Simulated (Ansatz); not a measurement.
Which YAML input does this script hand to the engine? (Ansatz's Python interface)

Run as a notebook:

```python
from collections import defaultdict

import ansatz
from ase import Atoms
import numpy as np
```

```python
FUNCTIONAL = 'lda'
ECUT = 550
KGRID = (6, 6, 2)
FILLING = 'Fixed'
EXTRA_BANDS = 6
```

```python
atoms = Atoms(
    ['Mg', 'Mg', 'Mg', 'Mg', 'O', 'O', 'O', 'O'],
    scaled_positions=[
        (1 / 3, 2 / 3, 0.969662),
        (0.0, 0.0, 0.221002),
        (0.0, 0.0, 0.721002),
        (2 / 3, 1 / 3, 0.469662),
        (1 / 3, 2 / 3, 0.77984),
        (0.0, 0.0, 0.529493),
        (0.0, 0.0, 0.029493),
        (2 / 3, 1 / 3, 0.27984),
    ],
    cell=[
        (3.250594, 0.0, 0.0),
        (-1.625297, 2.815097, 0.0),
        (0.0, 0.0, 10.386338),
    ],
    pbc=True,
)
structure = ansatz.Crystal.from_ase(atoms)

structure.resolved().sites[-1]
```

    Site(symbol='O', position=(0.6666666666666666, 0.3333333333333333, 0.27984), moment=None, axis=None, held=None, saved=None)

```python
path = [
    ('G', (0.0, 0.0, 0.0)),
    ('M', (0.5, 0.0, 0.0)),
    ('K', (0.33333, 0.33333, 0.0)),
    ('G', (0.0, 0.0, 0.0)),
    ('A', (0.0, 0.0, 0.5)),
    ('L', (0.5, 0.0, 0.5)),
    ('H', (0.33333, 0.33333, 0.5)),
    ('A', (0.0, 0.0, 0.5)),
]
job = (
    structure.calculation()
    .functional(FUNCTIONAL)
    .basis(ECUT)
    .kpoints(*KGRID)
    .occupations(FILLING)
    .band_structure([point for _, point in path], intervals=8)
    .scf(extra_bands=EXTRA_BANDS)
    .density_of_states(energy_step=0.05, method='smearing', broadening_width=0.2, projected=True)
)
result = job.run(threads=1)
report = result.report
```

```python
result.unlabelled_reasons
```

    ['no_forces']

```python
report['n_electrons']
```

    64.0

```python
report['mixing_algorithm'], report['preconditioner'], report['eigensolver']
```

    ('MSR1', 'Resta', 'band_cg')

```python
print('%-22s %14.5f eV' % ('F = E - TS', report['free_energy_ev']))
print('%-22s %14.5f eV' % ('E', report['internal_energy_ev']))
print('%-22s %14.5f eV' % ('Harris-Foulkes', report['harris_foulkes_ev']))
print('%-22s %14.5f eV' % ('Fermi level', report['fermi_energy_ev']))
```

    F = E - TS                -9838.97408 eV
    E                         -9838.97408 eV
    Harris-Foulkes            -9838.97408 eV
    Fermi level                   4.38309 eV

```python
dos = result.density_of_states()
energy = np.asarray(dos.energies_ev) - dos.fermi_ev
projected = result.projected_density_of_states()
by_shell = defaultdict(float)
for site in projected.sites:
    for shell in site.shells:
        for part in shell.curves:
            by_shell[f'{site.species} {"spdf"[shell.l]}'] += np.sum(part.g_bin_mean_per_ev, axis=0)
print('E - E_F  ' + ' '.join(f'{name:>7s}' for name in by_shell))
for e in np.arange(-6, 6 + 0.1, 1.0):
    print(f'{e:7.1f}  ' + ' '.join(f'{np.interp(e, energy, curve):7.3f}' for curve in by_shell.values()))
```

    E - E_F     Mg s    Mg p     O s     O p
       -6.0    0.000   0.000   0.000   0.000
       -5.0    0.000   0.000   0.000   0.000
       -4.0    0.000   0.000   0.000   0.000
       -3.0    0.279   0.001   0.012   1.701
       -2.0    0.573   0.001   0.119   3.938
       -1.0    0.157   0.003   0.032   8.014
        0.0    0.001   0.001   0.000   2.805
        1.0    0.000   0.000   0.000   0.000
        2.0    0.000   0.000   0.000   0.000
        3.0    0.000   0.000   0.000   0.000
        4.0    0.005   0.000   0.002   0.001
        5.0    0.180   0.000   0.063   0.055
        6.0    0.245   0.000   0.063   0.081

```python
bands = result.band_structure()
fermi = bands.fermi_energy_ev
print(f'zero of the bands: {fermi:.3f} eV, the Fermi level found on the SCF mesh')
for spin, channel in enumerate(bands.channels):
    print('channel', spin, '- computed levels within 8 eV of the Fermi level')
    for i, (label, _) in enumerate(path):
        levels = channel.eigenvalues_ev[i * 8] - fermi
        print(f'  {label:3s}', ' '.join(f'{e:7.3f}' for e in levels if abs(e) < 8))
```

    zero of the bands: 4.383 eV, the Fermi level found on the SCF mesh
    channel 0 - computed levels within 8 eV of the Fermi level
      G    -3.154  -1.951  -1.887  -0.360  -0.360  -0.258  -0.258  -0.237  -0.237  -0.131  -0.131   0.000   3.506   5.836   5.941
      M    -3.134  -2.901  -2.556  -2.311  -1.346  -1.099  -0.911  -0.622  -0.609  -0.583  -0.315  -0.288   6.585   6.927
      K    -2.355  -2.312  -2.312  -2.139  -2.138  -1.755  -1.362  -1.362  -1.027  -0.604  -0.604  -0.296   7.831   7.831
      G    -3.154  -1.951  -1.887  -0.360  -0.360  -0.258  -0.258  -0.237  -0.237  -0.131  -0.131   0.000   3.506   5.836   5.941
      A    -2.822  -2.822  -0.725  -0.725  -0.328  -0.328  -0.328  -0.328  -0.165  -0.165  -0.165  -0.165   4.344   4.344   7.436   7.436
      L    -2.979  -2.979  -2.544  -2.544  -1.036  -1.036  -0.827  -0.827  -0.571  -0.571  -0.387  -0.387   6.841   6.841
      H    -2.428  -2.428  -2.128  -2.128  -1.826  -1.826  -1.624  -1.624  -0.590  -0.590  -0.535  -0.535   7.822   7.822
      A    -2.822  -2.822  -0.725  -0.725  -0.328  -0.328  -0.328  -0.328  -0.165  -0.165  -0.165  -0.165   4.344   4.344   7.436   7.436

`input.yaml`:
```yaml
crystal:
  lattice:
    - [3.250594, 0.0, 0.0]
    - [-1.625297, 2.815097, 0.0]
    - [0.0, 0.0, 10.386338]
  atoms:
    - { symbol: Mg, position: [0.3333333333333, 0.6666666666667, 0.969662] }
    - { symbol: Mg, position: [0.0, 0.0, 0.221002] }
    - { symbol: Mg, position: [0.0, 0.0, 0.721002] }
    - { symbol: Mg, position: [0.6666666666667, 0.3333333333333, 0.469662] }
    - { symbol: O, position: [0.3333333333333, 0.6666666666667, 0.77984] }
    - { symbol: O, position: [0.0, 0.0, 0.529493] }
    - { symbol: O, position: [0.0, 0.0, 0.029493] }
    - { symbol: O, position: [0.6666666666667, 0.3333333333333, 0.27984] }
basis:
  ecutwfc: 550.0
kpoints:
  mp_grid: { grid: [6, 6, 2] }
  band_path:
    path:
      - [0.0, 0.0, 0.0]
      - [0.5, 0.0, 0.0]
      - [0.33333, 0.33333, 0.0]
      - [0.0, 0.0, 0.0]
      - [0.0, 0.0, 0.5]
      - [0.5, 0.0, 0.5]
      - [0.33333, 0.33333, 0.5]
      - [0.0, 0.0, 0.5]
    npoints: 8
hamiltonian:
  xc: lda
scf:
  n_extra_bands: 6
  occupations: { method: fixed }
output:
  dos: { de: 0.05, method: { smearing: { sigma: 0.2 } }, projected: true }
```

The program run on that file:
```console
$ ansatz run input.yaml --threads 1 --pin off --max-ram 3072MiB --backend cpu --events-out ev --progress --plain --runs-dir out
scf.n_extra_bands = 6 over 32 filled bands (N_el = 64.0): the run solves 38 bands
Engine: ansatz 0.2.0, aarch64-unknown-linux-gnu
Pseudopotentials: kind: paw
Pseudopotential: Mg, paw, valence charge 10, recommended cutoff 420 eV (normal), Mg.paw.azcp
Pseudopotential: O, paw, valence charge 6, recommended cutoff 420 eV (normal), O.paw.azcp
Functional definition: SPW92
  exchange = slater_x
  correlation = pw_c
Crystal: 8 atoms, lattice volume = 95.043 Å³
Basis set: ecut = 550 eV, 2799 PW (Γ)
Bands: 38, of which v1, the nominal top of the filled ones, is band 32 counted from 1 (31 counted from 0)
Symmetry: 12 space group operations
Space group: P63mc (ITA 186), of the structure as read, at distance tolerance 4.6e-5 Å
k-points: 14 of 72
Non-local potential: Mg, projectors of the file, l = 0: 3, l = 1: 2, l = 2: 1
Non-local potential: O, projectors of the file, l = 0: 2, l = 1: 2, l = 2: 1
PAW form: soft (Blöchl's): semilocal exchange-correlation on the pseudo side does not see the compensation charge
PAW frozen core: Mg, regenerated for the run's functional, and the local potential with it (the file was generated under x = pbe(κ = 0.804, μ = 0.2195149727645171), c = pbe(β = 0.06672455060314922))
PAW frozen core: O, regenerated for the run's functional, and the local potential with it (the file was generated under x = pbe(κ = 0.804, μ = 0.2195149727645171), c = pbe(β = 0.06672455060314922))
PAW one-centre angular grid: Mg, 110 points (default); XC on 64 Gauss nodes
PAW one-centre angular grid: O, 110 points (default); XC on 64 Gauss nodes
Initial density: superposition of atomic densities (neutral atoms: chi_scale 0, normalization atom), corrected by the library's trained network
Initial wavefunctions: pseudopotential atomic-orbital guess
Functional: x = slater, c = lda
SCF iter   1: F=—  HF=-9839.056548 eV  |F-HF|=—  |Δ(HF+E_count)|=         —  Δρ=1.70e-2  dr2=2.46e-1  ethr=1.77e-3  ⟨swp⟩=4.7  Hψ=1925  notcnv=0  defer=56
preconditioner: auto → Resta (q_TF=auto, 2.554 Å⁻¹)  ε∞=3.8  [insulator: Δε(μ)=3.299 eV  Ē_g=12.863 eV  n_scr=38 (ndim 8)  ℏωp=21.5 eV  f_vac=0.019  ε∞_Penn≈3.8]
SCF iter   2: F=—  HF=-9838.979113 eV  |F-HF|=—  |Δ(HF+E_count)|=   7.74e-2  Δρ=4.97e-3  dr2=7.30e-3  ethr=3.84e-4  ⟨swp⟩=2.0  Hψ=870  notcnv=0  defer=54
SCF iter   3: F=—  HF=-9838.975032 eV  |F-HF|=—  |Δ(HF+E_count)|=   4.08e-3  Δρ=2.04e-3  dr2=2.59e-3  ethr=1.14e-5  ⟨swp⟩=2.0  Hψ=737  notcnv=0  defer=56
SCF iter   4: F=—  HF=-9838.974087 eV  |F-HF|=—  |Δ(HF+E_count)|=   9.44e-4  Δρ=3.80e-4  dr2=8.46e-5  ethr=4.04e-6  ⟨swp⟩=2.8  Hψ=923  notcnv=0  defer=56
SCF iter   5: F=—  HF=-9838.974080 eV  |F-HF|=—  |Δ(HF+E_count)|=   7.48e-6  Δρ=9.52e-5  dr2=6.03e-6  ethr=1.32e-7  ⟨swp⟩=2.3  Hψ=779  notcnv=0  defer=25
SCF iter   6: F=—  HF=-9838.974080 eV  |F-HF|=—  |Δ(HF+E_count)|=   1.80e-7  Δρ=5.15e-5  dr2=1.79e-6  ethr=9.41e-9  ⟨swp⟩=2.0  Hψ=731  notcnv=0  defer=25
SCF iter   7: F=—  HF=-9838.974079 eV  |F-HF|=—  |Δ(HF+E_count)|=   1.17e-7  Δρ=1.95e-5  dr2=2.62e-7  ethr=2.79e-9  ⟨swp⟩=2.1  Hψ=640  notcnv=0  defer=25
SCF iter   8: F=-9838.974079 eV  HF=-9838.974079 eV  |F-HF|=6.26e-9  |Δ(HF+E_count)|=   8.50e-9  Δρ=4.19e-6  dr2=1.21e-8  ethr=1.56e-10  ⟨swp⟩=8.5  Hψ=1779  notcnv=0
SCF 1 converged in 8 iterations: F = -9838.974079 eV  dr2 = 1.21e-8
  greatest PAW one-centre occupation: 1.000 electrons in one spin orbital (limit 2), on the Mg atom at site 3 (counted from 0), in its partial waves of l = 1
NSCF: frozen V_eff on 57 k-points
SCF converged after 8 iterations
Free energy (F): -9838.974079 eV
Harris-Foulkes:  -9838.974079 eV  (|F-HF|=6.26e-9)
Internal energy: -9838.974079 eV  (E = F + TS)
E sigma→0 (E₀):  -9838.974079 eV
Fermi energy:    4.383094 eV
--- Per-component energies (eV) ---
  E_band       = -1353.931053
  E_kinetic    = 1011.111218
  E_local      = -7465.396520  (includes V_loc(G=0)·N_el)
  E_nonlocal   = 584.236607
  E_hartree    = 2651.160844
  E_xc         = -410.695045
  E_vxc        = -529.988264  (∫ρ·V_xc dr)
  E_paw        = -1671.528355  (= ΣΔE_a)
  E_vpaw       = -256.218722  (= ΣTr[D̂ρ^β])
  E_aug_tail   = 0.002528  (compensation charges beyond the density's cutoff)
  E_ewald      = -4538.854959
  E_core_change = 0.989603  (= ΣΔE_core)
  E_smearing   = -0.000000  (= −TS)
  E_closure    = -0.000000  (closes the sum)
  Σ components = -9838.974079   (vs F -9838.974079, Δ=0.00e0)
--- Band table (eV; the first three rows and the last of 14) ---
  k-point 0: bands = ["-66.4145", "-66.4135", "-66.4112", "-66.4102", "-33.8839", "-33.8620", "-33.8605", "-33.8409", "-33.8409", "-33.8387", "-33.8387", "-33.8383", "-33.8356", "-33.8356", "-33.8334", "-33.8334", "-11.3296", "-10.9691", "-10.9545", "-10.5634", "1.2295", "2.4319", "2.4959", "4.0231", "4.0231", "4.1250", "4.1250", "4.1457", "4.1457", "4.2522", "4.2522", "4.3831", "7.8894", "10.2192", "10.3245", "12.8848", "14.1164", "17.0555"]
  k-point 1: bands = ["-66.4141", "-66.4141", "-66.4106", "-66.4106", "-33.8773", "-33.8773", "-33.8451", "-33.8451", "-33.8400", "-33.8400", "-33.8400", "-33.8400", "-33.8343", "-33.8343", "-33.8343", "-33.8343", "-11.2247", "-11.2247", "-10.6837", "-10.6837", "1.5611", "1.5611", "3.6580", "3.6580", "4.0552", "4.0552", "4.0552", "4.0552", "4.2178", "4.2178", "4.2178", "4.2178", "8.7273", "8.7273", "11.8191", "11.8191", "15.3117", "15.3117"]
  k-point 2: bands = ["-66.4139", "-66.4130", "-66.4107", "-66.4099", "-33.8806", "-33.8637", "-33.8624", "-33.8483", "-33.8439", "-33.8431", "-33.8423", "-33.8406", "-33.8405", "-33.8398", "-33.8374", "-33.8348", "-11.1780", "-10.8563", "-10.8427", "-10.4998", "1.5148", "2.2996", "2.3721", "3.3197", "3.4382", "3.8250", "3.8532", "3.8706", "4.0316", "4.0469", "4.2368", "4.3220", "9.0650", "10.7466", "10.8944", "13.2950", "14.0343", "16.0515"]
  k-point 13: bands = ["-66.4112", "-66.4112", "-66.4090", "-66.4090", "-33.8722", "-33.8722", "-33.8699", "-33.8699", "-33.8589", "-33.8589", "-33.8538", "-33.8538", "-33.8485", "-33.8485", "-33.8471", "-33.8471", "-10.4417", "-10.4417", "-10.4334", "-10.4334", "1.9553", "1.9553", "2.2554", "2.2554", "2.5567", "2.5567", "2.7591", "2.7591", "3.7929", "3.7929", "3.8477", "3.8477", "12.2050", "12.2050", "12.8063", "12.8063", "14.3673", "14.3673"]
```

Caveats:
- Total energies depend on the potentials; only differences at equal settings carry meaning. A total without «per atom» is that of the whole cell that was run.
- Semilocal gaps usually lie well under measured ones.
- Under fixed occupations the level called the Fermi level is the highest filled one on the SCF mesh; off the mesh a filled band can lie a little above it.
- An absolute Fermi energy rests on an arbitrary zero of the periodic potential and has no direct meaning.
- Projections exist only for the shells that the potentials hold, some of them semicore, and samples at single energies can miss narrow peaks.
- The crystal has a gap of about 3.51 eV on the mesh; density of states inside it is the tail of the broadening.
- The structure comes from a database of computed cells and needn't be a stable or known phase.
- Levels are Kohn-Sham eigenvalues on this mesh.
- The density of states is complete only as far up as bands were computed.
- The whole script took 19 s on 1 thread of Arm Neoverse V2, on a shared host, peak memory 0.47 GiB.
